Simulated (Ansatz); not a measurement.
# PbSe: the cost of one run

Method: DFT PBE, scalar-relativistic, plane waves, PAW, in Ansatz 0.2.0.

2 further runs of the same task are left out: 2 that didn't finish.

## Step 1: The structure to begin with

The structure is tetragonal, space group P4/nmm (No. 129). Conventional cell: a = 5.118 Å, b = 5.118 Å, c = 6.449 Å, α = 90.00°, β = 90.00°, γ = 90.00°. Pb (site symmetry 4mm) has 4 Se at 2.98 Å as nearest neighbours. Around Se (site symmetry -4m2) lie 4 Pb at 2.98 Å.

Coordinates:

```cif
data_structure
_symmetry_space_group_name_H-M 'P4/nmm:1'
_symmetry_Int_Tables_number 129
_cell_length_a 5.1176
_cell_length_b 5.1176
_cell_length_c 6.4486
_cell_angle_alpha 90.000
_cell_angle_beta 90.000
_cell_angle_gamma 90.000
_cell_volume 168.89
loop_
_atom_site_label
_atom_site_type_symbol
_atom_site_symmetry_multiplicity
_atom_site_Wyckoff_symbol
_atom_site_fract_x
_atom_site_fract_y
_atom_site_fract_z
_atom_site_occupancy
Pb1 Pb 2 c 0.50000 0.00000 0.23680 1
Se1 Se 2 a 0.00000 0.00000 0.00000 1
```

## Step 2: Relaxing cell and atoms

input.yaml reads:

```yaml
crystal:
  lattice:
    - [5.1175807461, 0.0, 0.0]
    - [0.0, 5.1175807461, 0.0]
    - [0.0, 0.0, 6.4485777211]
  atoms:
    - { symbol: Pb, position: [0.5, 0.0, 0.2368] }
    - { symbol: Pb, position: [0.0, 0.5, 0.7632] }
    - { symbol: Se, position: [0.0, 0.0, 0.0] }
    - { symbol: Se, position: [0.5, 0.5, 0.0] }
basis:
  ecutwfc: 420
  ecutrho_ratio: 4
kpoints:
  mp_grid: { grid: [8, 8, 6] }
hamiltonian:
  xc: pbe
scf:
  occupations: { method: gaussian, width: 0.05 }
output:
  forces: true
  stress: true
  eigenvalues: true
relax:
  f_tol: 0.01
  max_steps: 60
  cell: { stress_tol: 0.04 }
```

The run is started by

```
$ ansatz run input.yaml --threads 2 --pin off --max-ram 2662MiB --backend cpu --events-out ev --progress --plain --runs-dir out
```

What time and memory should one allow on 2 threads of Arm Neoverse V2, shared host?

About 3 min, with a peak of 0.6 GiB.
